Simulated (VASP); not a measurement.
# Settings for Si: equation of state

Si, Fd-3m (no. 227), 2 atoms in the cell. PBE; PAW potentials Si (PBE set). VASP 6.6.1.

Wanted: equilibrium volume within 0.2 %; bulk modulus within 1 %.

What the run is for: equation of state; Accuracy asked: standard.

The series start from Plane-wave cutoff (eV): 320; k-point mesh: 7 × 7 × 7; Volumes: 5 from 0.92 to 1.08; Precision mode (PREC): Accurate; Electronic threshold (eV): 1e-6; Aspherical gradient terms in the spheres (LASPH): yes; Start of each volume: each volume from scratch. Each series keeps the choices made before it, and each single choice may use up half of a tolerance. Times cover all steps of a run.

## Plane-wave cutoff (eV)

| Plane-wave cutoff (eV) | Equilibrium volume (Å³/atom) | Bulk modulus (GPa) | Time (s) |
|---|---|---|---|
| 200 | 20.55 | 89.77 | 6.6 |
| 240 | 20.5 | 88.32 | 7.0 |
| 280 | 20.48 | 89.76 | 7.6 |
| 320 | 20.45 | 89.04 | 8.1 |
| 370 | 20.45 | 88.9 | 9.1 |
| 430 | 20.45 | 89.03 | 14 |
| 510 | 20.45 | 89.01 | 16 |
| 640 (reference) | 20.45 | 89 | 17 |

Chosen: 320, the loosest value from which every tighter one stays within half of the tolerance.

## k-point mesh

| k-point mesh | Equilibrium volume (Å³/atom) | Bulk modulus (GPa) | Time (s) |
|---|---|---|---|
| 2 × 2 × 2 | 22.12 | 78.87 | 5.6 |
| 3 × 3 × 3 | 20.86 | 88.22 | 5.3 |
| 4 × 4 × 4 | 20.57 | 89.43 | 5.8 |
| 5 × 5 × 5 | 20.49 | 89.62 | 6.2 |
| 6 × 6 × 6 | 20.46 | 89.22 | 7.0 |
| 7 × 7 × 7 | 20.45 | 89.04 | 8.1 |
| 9 × 9 × 9 | 20.45 | 89.13 | 11 |
| 11 × 11 × 11 (reference) | 20.45 | 88.94 | 14 |

Chosen: 6 × 6 × 6.

## Volumes

| Volumes | Equilibrium volume (Å³/atom) | Bulk modulus (GPa) | Time (s) |
|---|---|---|---|
| 5 from 0.88 to 1.12 | 20.46 | 89.2 | 7.0 |
| 5 from 0.92 to 1.08 | 20.46 | 89.22 | 7.0 |
| 7 from 0.91 to 1.09 (reference) | 20.46 | 89.31 | 12 |

Chosen: 5 from 0.88 to 1.12.

## Precision mode (PREC)

| Precision mode (PREC) | Equilibrium volume (Å³/atom) | Bulk modulus (GPa) | Time (s) |
|---|---|---|---|
| SingleN | 20.44 | 88.58 | 5.9 |
| Normal | 20.46 | 89.2 | 6.1 |
| Accurate (reference) | 20.46 | 89.2 | 7.0 |

Chosen: Normal.

## Electronic threshold (eV)

| Electronic threshold (eV) | Equilibrium volume (Å³/atom) | Bulk modulus (GPa) | Time (s) |
|---|---|---|---|
| 0.001 | 20.46 | 89.21 | 5.0 |
| 0.0001 | 20.46 | 89.2 | 5.4 |
| 1e-5 | 20.46 | 89.2 | 5.8 |
| 1e-6 | 20.46 | 89.2 | 6.1 |
| 1e-7 (reference) | 20.46 | 89.2 | 6.3 |

Chosen: 0.001.

## Aspherical gradient terms in the spheres (LASPH)

| Aspherical gradient terms in the spheres (LASPH) | Equilibrium volume (Å³/atom) | Bulk modulus (GPa) | Time (s) |
|---|---|---|---|
| no | 20.46 | 89.21 | 4.1 |
| yes (reference) | 20.46 | 89.21 | 5.0 |

Chosen: no.

## Start of each volume

| Start of each volume | Equilibrium volume (Å³/atom) | Bulk modulus (GPa) | Time (s) |
|---|---|---|---|
| each volume from scratch | 20.46 | 89.21 | 4.1 |
| orbitals of the volume before (WAVECAR) | 20.46 | 89.22 | 3.4 |

Chosen: orbitals of the volume before (WAVECAR); it saves 0.7 s of 4.1, so each volume from scratch would do nearly as well.

## All choices together

| Input | Equilibrium volume (Å³/atom) | Bulk modulus (GPa) | Time (s) |
|---|---|---|---|
| the program's defaults (naive) | 20.61 | 86.43 | 3.1 |
| chosen settings | 20.46 | 89.22 | 3.4 |
| reference settings throughout | 20.45 | 88.76 | 56 |

The tolerance is met.

## The input

INCAR:
```
ALGO = Normal
EDIFF = 0.001
EFERMI = MIDGAP
ENCUT = 320
GGA = PE
GGA_COMPAT = F
ISIF = 2
ISMEAR = 0
LASPH = F
LCHARG = F
LREAL = F
LWAVE = T
NELM = 120
NSW = 0
PREC = Normal
SIGMA = 0.03
```

KPOINTS:
```
Automatic mesh
0
Gamma
  6 6 6
  0 0 0
```

POSCAR.step1:
```
Si
1.0
    0.0000000000      2.6083063646      2.6083063646
    2.6083063646      0.0000000000      2.6083063646
    2.6083063646      2.6083063646      0.0000000000
Si
2
Direct
    0.5000000000      0.5000000000      0.5000000000
    0.7500000000      0.7500000000      0.7500000000
```

POSCAR.step2:
```
Si
1.0
    0.0000000000      2.6662876123      2.6662876123
    2.6662876123      0.0000000000      2.6662876123
    2.6662876123      2.6662876123      0.0000000000
Si
2
Direct
    0.5000000000      0.5000000000      0.5000000000
    0.7500000000      0.7500000000      0.7500000000
```

POSCAR.step3:
```
Si
1.0
    0.0000000000      2.7218511865      2.7218511865
    2.7218511865      0.0000000000      2.7218511865
    2.7218511865      2.7218511865      0.0000000000
Si
2
Direct
    0.5000000000      0.5000000000      0.5000000000
    0.7500000000      0.7500000000      0.7500000000
```

POSCAR.step4:
```
Si
1.0
    0.0000000000      2.7752343705      2.7752343705
    2.7752343705      0.0000000000      2.7752343705
    2.7752343705      2.7752343705      0.0000000000
Si
2
Direct
    0.5000000000      0.5000000000      0.5000000000
    0.7500000000      0.7500000000      0.7500000000
```

POSCAR.step5:
```
Si
1.0
    0.0000000000      2.8266392464      2.8266392464
    2.8266392464      0.0000000000      2.8266392464
    2.8266392464      2.8266392464      0.0000000000
Si
2
Direct
    0.5000000000      0.5000000000      0.5000000000
    0.7500000000      0.7500000000      0.7500000000
```

Commands (each step's output is kept before the next begins):
```
cat potpaw_PBE.64/Si/POTCAR > POTCAR
cp POSCAR.step1 POSCAR
mpirun -np 1 vasp_std > vasp.out
cp POSCAR.step2 POSCAR
mpirun -np 1 vasp_std > vasp.out
cp POSCAR.step3 POSCAR
mpirun -np 1 vasp_std > vasp.out
cp POSCAR.step4 POSCAR
mpirun -np 1 vasp_std > vasp.out
cp POSCAR.step5 POSCAR
mpirun -np 1 vasp_std > vasp.out
```

The chosen input took VASP 6.6.1 3.4 s on 1 core (Intel Xeon 6975P-C (Granite Rapids)), a shared host.

## An input that fails: cutoff far too low

It runs to its end, but against the unchanged starting input it is off by 0.71 % in the equilibrium volume, 1.9 % in the bulk modulus.

Changes against the starting input:
```
(all steps)
- PREC = Accurate
- NELM = 120
- ENCUT = 320
+ PREC = Low
+ NELM = 66
+ ENCUT = 150
```
